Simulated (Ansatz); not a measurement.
# InSe: the cost of one run

The runs shown are made with Ansatz 0.2.0. PAW datasets, plane waves, zero pressure. The values are computed, spin-unpolarised, and not measurements.

**1. The system as given**

It is hexagonal, P-6m2 (No. 187); conventional cell a = 4.047 Å, c = 18.052 Å, 32.01 Å³ an atom. Near In stand 3 Se at 2.65 Å and 1 In at 2.79 Å; near Se stand 3 In at 2.65 Å.

As a file:

```
In Se
1.0
     4.04733    0.00000    0.00000
    -2.02366    3.50509    0.00000
     0.00000    0.00000   18.05206
In Se
4 4
Cartesian
  0.0000 0.0000 10.4231
  0.0000 0.0000 7.6289
  0.0000 2.3367 16.6550
  0.0000 2.3367 1.3971
  2.0237 1.1684 15.3984
  2.0237 1.1684 2.6537
  0.0000 2.3367 11.6800
  0.0000 2.3367 6.3721
```

**2. PBE-D3(BJ): cell and atoms**

input.yaml reads:

```yaml
crystal:
  lattice:
    - [4.0473293151, 0.0, 0.0]
    - [-2.0236646576, 3.5050900044, 0.0]
    - [0.0, 0.0, 18.05206491]
  atoms:
    - { symbol: In, position: [0.0, 0.0, 0.57739368] }
    - { symbol: In, position: [0.0, 0.0, 0.42260632] }
    - { symbol: In, position: [0.33333333, 0.66666667, 0.92260951] }
    - { symbol: In, position: [0.33333333, 0.66666667, 0.07739049] }
    - { symbol: Se, position: [0.66666667, 0.33333333, 0.85300007] }
    - { symbol: Se, position: [0.66666667, 0.33333333, 0.14699993] }
    - { symbol: Se, position: [0.33333333, 0.66666667, 0.64701572] }
    - { symbol: Se, position: [0.33333333, 0.66666667, 0.35298428] }
kpoints:
  mp_grid: { grid: [6, 6, 2] }
hamiltonian:
  xc: pbe
  dispersion: d3bj
scf:
  occupations: { method: fermi_dirac, width: 0.02 }
relax:
  f_tol: 0.005
  cell: {}
```

On the command line:

```
ansatz run input.yaml --threads 4 --pin off --max-ram 5529MiB --backend cpu --events-out ev --progress --plain --runs-dir out
```

**Question.** How long does this run take on 4 threads of Arm Neoverse V1, shared host, and how much memory does it need?

About 36 s, with a peak of 0.78 GiB.
